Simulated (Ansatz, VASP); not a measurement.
Two plane-wave programs on Si2W

Contents of INCAR:

```
SYSTEM = Si2W
PREC = Accurate
ENCUT = 520
EDIFF = 1E-7
ISMEAR = -1
SIGMA = 0.05
LREAL = .FALSE.
LASPH = .TRUE.
NELM = 150
ALGO = Normal
ISIF = 2
LWAVE = .FALSE.
LCHARG = .FALSE.
LMAXMIX = 4
LDAU = .TRUE.
LDAUTYPE = 2
LDAUL = 2 -1
LDAUU = 2 0
LDAUJ = 0 0
LDAUPRINT = 1
NBANDS = 43
```

Contents of KPOINTS:

```
regular mesh
0
G
  5 5 3
  0 0 0
```

POSCAR

```
Si2W
1.0
    4.6168523821      0.0000000000      0.0000000000
   -2.3084261911      3.9983114484      0.0000000000
    0.0000000000      0.0000000000      6.6532220000
W Si
3 6
Direct
    0.5000000000      0.0000000000      0.5000000000
    0.5000000000      0.5000000000      0.8333333333
    0.0000000000      0.5000000000      0.1666666667
    0.3272520000      0.1636260000      0.1666666667
    0.8363740000      0.1636260000      0.8333333333
    0.1636260000      0.3272520000      0.5000000000
    0.6727480000      0.8363740000      0.1666666667
    0.1636260000      0.8363740000      0.8333333333
    0.8363740000      0.6727480000      0.5000000000
```

Contents of input.yaml:

```yaml
crystal:
  lattice:
    - [4.6168523821, 0.0, 0.0]
    - [-2.3084261911, 3.9983114484, 0.0]
    - [0.0, 0.0, 6.653222]
  atoms:
    - { symbol: W, position: [0.5, 0.0, 0.5] }
    - { symbol: W, position: [0.5, 0.5, 0.8333333333] }
    - { symbol: W, position: [0.0, 0.5, 0.1666666667] }
    - { symbol: Si, position: [0.327252, 0.163626, 0.1666666667] }
    - { symbol: Si, position: [0.836374, 0.163626, 0.8333333333] }
    - { symbol: Si, position: [0.163626, 0.327252, 0.5] }
    - { symbol: Si, position: [0.672748, 0.836374, 0.1666666667] }
    - { symbol: Si, position: [0.163626, 0.836374, 0.8333333333] }
    - { symbol: Si, position: [0.836374, 0.672748, 0.5] }
hamiltonian:
  xc: lda
  pseudopotentials: { kind: paw }
  hubbard: { sites: [{ species: W, l: d, u_eff: 2.0 }] }
kpoints:
  mp_grid: { grid: [5, 5, 3] }
scf:
  occupations: { method: fermi_dirac, width: 0.05 }
output:
  forces: true
  stress: true
  eigenvalues: true
```

Measurements of this composition are mostly on another form, of space group No. 139.

Alike in both runs: task single point; functional LDA; k mesh 5 × 5 × 3; occupations fermi-dirac, width 0.05 eV; no spin polarisation; Hubbard terms W d U = 2.0 eV.

|  | VASP | Ansatz |
| --- | --- | --- |
| version | VASP 6.6.1 | Ansatz 0.2.0 |
| potentials or method | VASP PAW LDA potentials, release 64 (W_sv, Si) | Ansatz PAW |
| plane-wave cutoff (eV) | 520 | 420 |
| valence electrons in the cell | 66 | 66 |

VASP gave:

| Quantity | Value |
| --- | --- |
| gap on the k mesh at the Fermi level (eV) | 0.43 |
| least direct gap on the mesh (eV) | 0.97 |
| pressure (GPa) | -7.0 |
| largest component of the traceless stress (GPa) | 0.49 |
| rms of the force components (eV/Å) | 0.012 |

**Question.** Estimate Ansatz's values.

**Answer.** gap on the k mesh at the Fermi level (eV): 0.54; least direct gap on the mesh (eV): 1.01; pressure (GPa): -9.7; largest component of the traceless stress (GPa): 0.54; rms of the force components (eV/Å): 0.027.

The programs project onto different local orbitals, so the same U acts differently. Atom by atom the forces differ by 0.015 eV/Å (rms over components).

Caveats: spin-orbit coupling is left out, which moves the levels of the heavy elements; the U is typed as a test and isn't derived for this compound; an odd mesh through Γ misses points on the zone boundary, where band edges often lie (VASP); odd divisions of the mesh miss points on the zone boundary, where band edges often lie, so the gap on the mesh can be too wide (Ansatz); the PAW data sets come from PBE, with cores solved anew for the run's functional, which leaves a small shift of forces and pressure (Ansatz).
